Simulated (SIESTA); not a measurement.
The system is TiB2.

```
Ti B
1.0
     3.02920    0.00000    0.00000
    -1.51460    2.62336    0.00000
     0.00000    0.00000    3.22840
Ti B
1 2
Direct
  0.00000 0.00000 0.00000
  0.66667 0.33333 0.50000
  0.33333 0.66667 0.50000
```

Base run:

```yaml
Program: SIESTA 5.4.2
Functional: vdW-DF2
Potentials_or_basis: PseudoDojo 0.4 standard (PBE files)
Basis: DZP (energy shift 0.003 Ry; two zetas on semicore shells)
Grid_cutoff: 800 Ry
Energy_shift: 0.003 Ry
k_mesh: 10 × 10 × 8
Occupations: fermi-dirac, width 0.05 eV
Spin: no spin polarisation
```

Its results: band gap on the k mesh none (metal or under the smearing width); pressure 12.6 GPa.

**Question.** After a change of settings the same cell gave: band gap on the k mesh none (metal or under the smearing width); pressure 4.2 GPa. Which change was it?
A. functional from vdW-DF2 to optB88-vdW
B. functional from vdW-DF2 to vdW-DF
C. functional from vdW-DF2 to vdW-DF-C09
D. functional from vdW-DF2 to vdW-DF-cx

**Answer.** A.

Caveats: the potentials were made for another functional, which shifts forces and pressure; the basis of atomic orbitals isn't converged, which shifts pressures, moduli and gaps.

Runs at the PBE level aren't shown here.
